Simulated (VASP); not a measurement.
Here is a VASP 6.6.1 calculation.

File INCAR:

```
PREC = Accurate
ENCUT = 600
EDIFF = 1E-7
ISMEAR = 0
SIGMA = 0.03
LREAL = F
LASPH = T
NELM = 80
ALGO = Normal
ISIF = 3
LWAVE = F
LCHARG = F
GGA = PE
IVDW = 12
IBRION = 2
NSW = 90
EDIFFG = -0.005
LATTICE_CONSTRAINTS = .TRUE. .TRUE. .FALSE.
KPAR = 4
```

File KPOINTS:

```
regular mesh
0
Gamma
  15 15 1
```

POSCAR

```
BN                                      
1.0
    2.5071293279      0.0000000000      0.0000000000
   -1.2535646639      2.1712376837      0.0000000000
    0.0000000000      0.0000000000     24.6357000000
  B               N             
     3     3
Direct
     0.6666666699999979    0.3333333300000021    0.3653541483010501
     0.3333333300000021    0.6666666699999979    0.5000000000000000
     0.6666666699999979    0.3333333300000021    0.6346458516989499
     0.3333333300000021    0.6666666699999979    0.3652783435944567
     0.6666666699999979    0.3333333300000021    0.5000000000000000
     0.3333333300000021    0.6666666699999979    0.6347216564055432
```

Potentials or basis: VASP PAW PBE potentials, release 64 (B, N).

Run with:

```sh
$ cat potpaw_PBE.64/B/POTCAR potpaw_PBE.64/N/POTCAR > POTCAR
$ mpirun -np 4 vasp_std > vasp.out
```

(1) Predict the relaxed volume.

(2) Predict the dispersion energy per atom.

(3) Predict the space group after relaxing (to 0.05 Å).

## Answers

(1) 22.35 Å³/atom.

(2) -0.117 eV.

(3) P-6m2 (No. 187).
